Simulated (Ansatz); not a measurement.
**ScAl: an elastic constant from a strain scan**

Method: DFT r2SCAN, scalar-relativistic, plane waves, PAW (Ansatz 0.2.0). Settings: plane waves to 500 eV, k-mesh 18×18×18 (Γ-centred), Gaussian smearing 0.15 eV. No spin polarisation. Energies are free energies at this smearing, counted from the undisturbed cell; pressure is positive in compression.

The starting cell (relaxed at this level; with this scan's settings it stands at 0.1 GPa; it needn't be the usual structure):

```
Sc Al
1.0
     3.36910    0.00000    0.00000
     0.00000    3.36910    0.00000
     0.00000    0.00000    3.36910
Sc Al
1 1
Direct
  0.50000 0.50000 0.50000
  0.00000 0.00000 0.00000
```

The cell is strained by ε times the Voigt pattern (1, -1, 0, 0, 0, 0) (xx, yy, zz, yz, xz, xy; engineering shear) with fractional coordinates fixed. The cell holds 2 atoms in V0 = 38.24 Å³. The stress column is τ = (1/V0) dE/dε, got from the stress tensor σ (compression positive) at each point as −det(1 + εP) σ : P(1 + εP)⁻¹, with P the pattern as a tensor.

| ε | ΔE (meV/atom) | τ (GPa) |
| --- | --- | --- |
| -0.0175 | 0.990 | -0.962 |
| -0.0150 | 0.725 | -0.819 |
| -0.0125 | 0.501 | -0.678 |
| -0.0100 | 0.319 | -0.538 |
| -0.0075 | 0.179 | -0.401 |
| -0.0050 | 0.080 | -0.266 |
| 0.0000 | 0.000 | 0.000 |
| 0.0050 | 0.080 | 0.266 |
| 0.0075 | 0.179 | 0.401 |
| 0.0100 | 0.319 | 0.538 |
| 0.0125 | 0.501 | 0.678 |
| 0.0150 | 0.725 | 0.819 |
| 0.0175 | 0.990 | 0.962 |
| 0.0200 | ? | ? |

Q: Which combination of elastic constants does this scan measure, and how large is it?

A: For small ε, τ = τ0 + Kε with K = pᵀCp, which for this pattern is 2(C11 − C12) in the cubic axes. The parabola through τ at ε = -0.0050, 0 and 0.0050 has slope K = 53 GPa at zero. The energies per cell, E = NΔE, of the wider pair ε = ±0.0175 give K = 2[E(ε₊)/ε₊ − E(ε₋)/ε₋]/[(ε₊ − ε₋)V0] = 54 GPa, in agreement.

Q: Predict the withheld row at ε = 0.0200 from the harmonic law, and compare.

A: ΔE = V0(τ0 ε + Kε²/2)/N = 1.270 meV/atom and τ = 1.06 GPa. The calculation gives 1.299 meV/atom and 1.11 GPa, a miss of 2.2 % of the harmonic energy, so the harmonic law still holds here.

In a metal these slopes depend on the k mesh and the smearing.